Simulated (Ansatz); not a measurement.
## Kick test of a cell of Si₂Ni

The cell was found from a structure generator's guess, not taken from experiment.

All numbers below come from DFT PBE, scalar-relativistic, plane waves, PAW in Ansatz 0.2.0. Settings: cutoff 420 eV, Γ-centred mesh 14×14×14 on the computed 3-atom cell, Gaussian smearing of 0.10 eV; no spin polarisation.

The cell below (3 atoms, space group P4/mmm (No. 123)) is relaxed within its symmetry.

```cif
data_structure
_symmetry_space_group_name_H-M 'P 1'
_symmetry_Int_Tables_number 1
_cell_length_a 3.5805
_cell_length_b 3.5805
_cell_length_c 3.2472
_cell_angle_alpha 90.000
_cell_angle_beta 90.000
_cell_angle_gamma 90.000
_cell_volume 41.63
loop_
_atom_site_label
_atom_site_type_symbol
_atom_site_fract_x
_atom_site_fract_y
_atom_site_fract_z
_atom_site_occupancy
Si1 Si 0.00000 0.50000 0.50000 1
Si2 Si 0.50000 0.00000 0.50000 1
Ni1 Ni 0.00000 0.00000 0.00000 1
```

For the test a repeat of it with 6 atoms (edges 3.58, 3.58, 6.49 Å) was strained at random (σ = 1.5 % a component), the atoms were moved at random (σ = 0.15 Å), and all was relaxed again on a coarse 6×6×4 mesh (in the run’s order of axes) with 0.20 eV smearing, with no symmetry imposed.

Trial moments died out on the coarse mesh, so the last step has no spin; another magnetic start might hold.

Task: Does it come back?

Result: It returns, within 2 meV/atom of the unmoved cell on that mesh and with the same symmetry when read at 0.1 Å. No instability shows in this cell; modes of other wave vectors, which need another repeat, aren't tested. Another cell of Si2Ni relaxed alike, in Fm-3m (a cell as deposited in COD), lies 0.34 eV/atom lower, so this cell isn't the stable form at this level.
